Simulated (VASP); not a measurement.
# TaS2: single point with PBE

The system is TaS2.

```
Ta S
1.0
     3.35000    0.00000    0.00000
    -1.67500    2.90119    0.00000
     0.00000    0.00000    5.86000
Ta S
1 2
Direct
  0.00000 0.00000 0.00000
  0.66667 0.33333 0.75000
  0.33333 0.66667 0.25000
```

```
Program                : VASP 6.6.1
Task                   : single point
Functional             : PBE
Potentials or basis    : VASP PAW PBE potentials, release 64 (Ta_pv, S)
Cutoff                 : 520 eV
k mesh                 : 9 × 9 × 5
Occupations            : gaussian, width 0.027 eV
Spin                   : no spin polarisation
Further INCAR settings : ALGO = Fast; EDIFF = 1e-06
```

```
Pressure               : 9.1 GPa
Largest force          : 1.260 eV/Å
Band gap on the k mesh : none (metal or under the smearing width)
```

Forces on the atoms (eV/Å):
```
Ta   0.000  0.000  0.000
S    0.000  0.000 -1.260
S    0.000  0.000  1.260
```

Stress tensor (GPa, compression positive):
```
 7.44  0.00  0.00
 0.00  7.44  0.00
 0.00  0.00 12.54
```

Levels at points of the mesh, in eV from the Fermi level:
| k point | band 7 | band 8 | band 9 | band 10 | band 11 | band 12 | band 13 | band 14 | band 15 |
| --- | --- | --- | --- | --- | --- | --- | --- | --- | --- |
| (0.00, 0.00, 0.00) | -4.27 | -4.27 | -1.34 | -0.80 | -0.80 | 0.03 | 0.03 | 0.28 | 4.09 |

It took 39 s on 1 thread of Intel(R) Xeon(R) Platinum 8488C (Sapphire Rapids), with other jobs on the host, peak memory 0.21 GiB.

Caveat: this functional lacks dispersion, which binds the layers, so the pressure and a relaxed spacing across them are unreliable; forces of over 1 eV/Å show positions far from the minimum, so gaps and moduli don't describe the material at rest. The run has no spin-orbit coupling, so splittings on Ta are missing.
